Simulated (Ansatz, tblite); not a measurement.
# BAs with GFN1-xTB from a Python script

These are simulated results from tblite 0.8.0, not measurements. The cell was built from a prototype and was relaxed with r2SCAN in plane waves (Ansatz 0.2.0). Not every such cell is a known phase. All runs are without spin polarisation.

It is hexagonal, P6_3/mmc (No. 194); conventional cell a = 3.366 Å, c = 8.745 Å, 21.45 Å³ an atom. Around B lie 3 As at 1.94 Å; around As lie 3 B at 1.94 Å.

tblite solves periodic systems at the zone centre alone, so the script builds a cluster of 3×3×1 conventional cells (36 atoms), which folds in a coarse mesh of k points.

The script, run.py:

```python
import json
from ase import Atoms
from ase.build import make_supercell
from ase.units import Bohr, GPa, Hartree
from tblite.interface import Calculator

atoms = Atoms(['B', 'B', 'As', 'As'],
              cell=[[3.36585768, 0.0, 0.0], [-1.68292884, 2.91491826, 0.0], [0.0, 0.0, 8.74458888]],
              scaled_positions=[[0.333333333, 0.666666667, 0.25], [0.666666667, 0.333333333, 0.75], [0.666666667, 0.333333333, 0.25], [0.333333333, 0.666666667, 0.75]],
              pbc=True)
cluster = make_supercell(atoms, [[3, 0, 0], [0, 3, 0], [0, 0, 1]])
calc = Calculator('GFN1-xTB', cluster.numbers, cluster.positions / Bohr, lattice=cluster.cell[:] / Bohr, periodic=cluster.pbc)
calc.set('temperature', 0.02 / Hartree)
calc.set('max-iter', 150)
res = calc.singlepoint()
levels = res.get('orbital-energies') * Hartree
nv = round(res.get('orbital-occupations').sum() / 2)
cells = len(cluster) // len(atoms)
out = {'energy_per_cell': res.get('energy') * Hartree / cells, 'homo': levels[nv - 1], 'lumo': levels[nv],
       'stress': (-res.get('virial') * Hartree / cluster.get_volume() / GPa).tolist(), 'charges': res.get('charges')[:len(atoms)].tolist(), 'electrons': 2 * nv / cells}
json.dump(out, open('results.json', 'w'))
for key, value in out.items():
    print(key, value)
```

Command: `python run.py`. It took 2.3 s on 1 thread of Arm Neoverse N1, on a shared host, peak memory 0.1 GiB.

Output:

```
------------------------------------------------------------
  cycle        total energy    energy error   density error
------------------------------------------------------------
      1     -67.30540956885  -6.7788703E+01   7.8636578E-01
      2     -66.21855558831   1.0868540E+00   5.2078356E-01
      3     -66.36508210606  -1.4652652E-01   5.4846369E-01
      4     -68.21459040458  -1.8495083E+00   1.0668676E-01
      5     -68.26685729171  -5.2266887E-02   7.1826267E-02
      6     -68.30676911145  -3.9911820E-02   4.8878232E-03
      7     -68.30688668041  -1.1756896E-04   1.9891407E-03
      8     -68.30692526259  -3.8582174E-05   1.6643183E-03
      9     -68.30694626193  -2.0999342E-05   1.9956189E-04
     10     -68.30694723833  -9.7640049E-07   8.5085431E-05
     11     -68.30694748719  -2.4885628E-07   2.1311235E-05
     12     -68.30694750334  -1.6153137E-08   7.5748284E-06
------------------------------------------------------------

 total:                                   1.467 sec
energy_per_cell -206.52519073994839
homo -8.513031485878628
lumo -7.7609998738809
stress [[-0.5132780650878983, -5.295215865592218e-08, 3.5403295101569803e-09], [-5.295215890251031e-08, -0.5132784407508332, -2.044008257278595e-09], [3.5403295130822826e-09, -2.044008259817873e-09, -3.3883017466810075]]
charges [-0.06278355280121772, -0.06278355280072079, 0.06278709825036219, 0.06278709825570922]
electrons 16.0
```

The cycle table is in hartree for the whole cluster, and the lines after it are in eV (the energy for one cell). The printed stress is in GPa and positive in compression, and the pressure is its mean diagonal.

GFN1-xTB gives a gap of 0.75 eV. On the same cell, plane-wave PBE (Ansatz, 12×12×4 k points and the special points) gives a gap of 0.68 eV and r2SCAN a gap of 0.90 eV; on shared hosts these took about 11 and 28 core-seconds on the 4-atom cell, against 2.3 for the script. Semilocal gaps usually lie below measured ones. xTB was fitted to molecules, so gaps, charges and pressures of solids can be far off, and the gap also depends on the size of the cluster.

The same script was run on cells scaled at fixed shape and fractional coordinates:

| volume (Å³/atom) | energy (meV/atom) | pressure (GPa, positive in compression) | gap (eV) |
| --- | --- | --- | --- |
| 18.87 | 95.7 | 15.45 | 0.95 |
| 20.16 | 14.3 | 5.44 | 0.84 |
| 21.45 | 0.0 | -1.47 | 0.75 |
| 22.74 | 32.3 | -6.27 | 0.68 |
| 24.02 | 96.9 | -9.61 | 0.61 |

A Birch-Murnaghan fit puts the minimum at 21.13 Å³/atom, 1.5 % below the given cell, with a bulk modulus of 103 GPa at fixed shape.

xTB was fitted mostly to molecules, and a small cluster samples few k points, so gaps, pressures and kinks along a curve can be far from a solid's.

Spin-orbit coupling is left out.
